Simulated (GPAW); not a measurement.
Runs of GPAW 26.7.0 on Tl. Symmetry: P6_3/mmc, No. 194, hexagonal system. Conventional cell: a = 3.456 Å, b = 3.456 Å, c = 5.525 Å, α = 90.00°, β = 90.00°, γ = 120.00°. Around Tl (site symmetry -6m2) lie 12 Tl at 3.41 to 3.46 Å. 

| task | level | potentials or basis | smearing | smearing order | band path | band points | gap on the mesh (eV) | pressure (GPa) |
| --- | --- | --- | --- | --- | --- | --- | --- | --- |
| single point | PBEsol | PAW data sets generated in the run's folder for this functional, pw | gaussian 0.02 eV | - | - | - | none | -0.1 |
| band structure | revPBE | the program's PAW data sets (release 1.2.1) made for this functional, pw | methfessel-paxton 0.2 eV | 1 | GMKGALHA,LM,KH | 100 | - | 4.5 |
| band structure | PBE+D3(BJ) | GPAW PAW data sets (gpaw-data 1.2.1), pw | methfessel-paxton 0.2 eV | 1 | GMKGALHA,LM,KH | 60 | - | (a) |
| single point | LDA | the program's PAW data sets (release 1.2.1) made for this functional, pw | gaussian 0.1 eV | - | - | - | none | -1.9 |

Alike in all rows: no spin polarisation; cell as given; k mesh 9 × 9 × 5; cutoff (eV) 600.

Question: Estimate the missing entries.

Answer: (a) 1.1.

Caveats: this smearing can pin the Fermi level at a band edge (some runs); spin-orbit coupling is left out, which moves the levels of the heavy elements (some runs); pairwise dispersion overbinds metals, which lowers pressure and volume (some runs).

A k mesh can miss the band edges, and the runs leave out spin-orbit coupling on Tl.

A gap of «none» marks a metal or a gap under the smearing width.
